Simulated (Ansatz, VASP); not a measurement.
# GaN: VASP beside Ansatz

```xyz
2
Lattice="0.0000 2.2535 2.2535 2.2535 0.0000 2.2535 2.2535 2.2535 0.0000" Properties=species:S:1:pos:R:3 pbc="T T T"
Ga    0.0000    0.0000    0.0000
N     3.3803    3.3803    3.3803
```

The cell is a database's computed one.

Alike in both runs: task single point; functional PBE; k mesh 12 × 12 × 12; occupations gaussian, width 0.05 eV; no spin polarisation.

|  | VASP | Ansatz |
| --- | --- | --- |
| version | VASP 6.6.1 | Ansatz 0.2.0 |
| potentials or method | VASP PAW PBE potentials, release 64 (Ga_d, N) | scalar-relativistic, plane waves, PAW |
| plane-wave cutoff (eV) | 520 | 420 |
| valence electrons in the cell | 18 | 18 |

```tsv
	VASP	Ansatz	Ansatz less VASP
gap on the k mesh at the Fermi level (eV)	1.72	1.72	-0.008
least direct gap on the mesh (eV)	1.72	1.72	-0.008
pressure (GPa)	5.1	5.0	-0.02
```

As with any semilocal functional, this PBE gap is likely too small.
